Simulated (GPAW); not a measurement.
Runs of GPAW 26.7.0 on SrO. It takes space group Fm-3m (No. 225, cubic). Conventional cell: a = 5.133 Å, b = 5.133 Å, c = 5.133 Å, α = 90.00°, β = 90.00°, γ = 90.00°. Sr (site symmetry m-3m) is surrounded by 6 O at 2.57 Å. Around O (site symmetry m-3m) lie 6 Sr at 2.57 Å. 

| task | level | potentials or basis | cell | eigensolver | band path | band points | gap on the mesh (eV) | pressure (GPa) |
| --- | --- | --- | --- | --- | --- | --- | --- | --- |
| band structure | BLYP | PAW data sets generated in the run's folder for this functional, pw | as given | davidson | GXWKGLUWLK,UX | 100 | 3.55 | 6.7 |
| band structure | r2SCAN | GPAW PAW data sets (gpaw-data 1.2.1), pw | as given | - | GXWKGLUWLK,UX | 100 | 3.89 | 2.1 |
| band structure | PBEsol | PAW data sets generated in the run's folder for this functional, pw | as given | - | GXWKGLUWLK,UX | 100 | 3.31 | (b) |
| single point | PBE | GPAW PAW data sets (gpaw-data 1.2.1), pw | strain = -0.01 | - | - | - | 3.36 | 4.9 |
| band structure | PBE | GPAW PAW data sets (gpaw-data 1.2.1), pw | as given | - | GXWKGLUWLK,UX | 100 | 3.42 | (c) |
| band structure | RPBE | the program's PAW data sets (release 1.2.1) made for this functional, pw | as given | - | GXWKGLUWLK,UX | 100 | 3.54 | 6.9 |
| band structure | LDA | the program's PAW data sets (release 1.2.1) made for this functional, pw | as given | - | GXWKGLUWLK,UX | 100 | 3.26 | -3.2 |
| band structure | revPBE | the program's PAW data sets (release 1.2.1) made for this functional, pw | as given | - | GXWKGLUWLK,UX | 100 | (a) | 6.1 |

Alike in all rows: no spin polarisation; k mesh 9 × 9 × 9; cutoff (eV) 800; smearing fermi-dirac 0.05 eV.

Task: Estimate the missing entries.

Result: (a) 3.51; (b) 0.0; (c) 3.8.

Caveats: the PAW data sets were made with another functional, which shifts forces and pressure a little (some runs); the density grid can change from cell to cell, which puts small steps into energies and stress (some runs); an odd mesh through Γ misses points on the zone boundary, where band edges often lie (some runs).

A k mesh can miss the band edges, and the runs leave out spin-orbit coupling on Sr.
